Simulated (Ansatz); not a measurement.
Planning a run of Ansatz 0.2.0 on CaI2 (2H monolayer). The input:

```yaml
crystal:
  lattice:
    - [4.3768936051, 0.0, 0.0]
    - [-2.1884468026, 3.7905010517, 0.0]
    - [0.0, 0.0, 31.0]
  atoms:
    - { symbol: Ca, position: [0.3333333333, 0.6666666667, 0.5] }
    - { symbol: I, position: [0.6666666667, 0.3333333333, 0.5627600542] }
    - { symbol: I, position: [0.6666666667, 0.3333333333, 0.4372399458] }
  periodic: [true, true, false]
kpoints:
  mp_grid: { grid: [12, 12, 1] }
hamiltonian:
  xc: pbe
scf:
  occupations: { method: fixed }
  n_extra_bands: 48
output:
  optics: { e_range: [0, 12], de: 0.05, sigma: 0.1 }
```

```sh
ansatz run input.yaml --threads 4 --pin off --max-ram 13824MiB --backend cpu --events-out ev --progress --plain --runs-dir out
```

Estimate wall time and host memory on 4 threads of Arm Neoverse V1, shared host.

It took 69 s; on shared hardware allow 35 s to 2.3 min. Peak host memory was 1.6 GiB.

[Paths, hosts, dates, memory and timing lines, banners, echoed tables and standing remarks are left out of the program output.]

[Logs are printed without paths, hosts, clocks, repeated set-up lines and the standing remarks that a program may print on its own settings, such as how far it seeks lower states.]

[Runs of the session that timed out or met a known fault of the program may be left out.]

[Cells called generated may have been cut or substituted from an entry of the Crystallography Open Database or the Materials Project.]

[Hosts, paths, dates, database ids (printed as entryN), source tags and the programs' standing remarks are cut or masked in the printed files.]
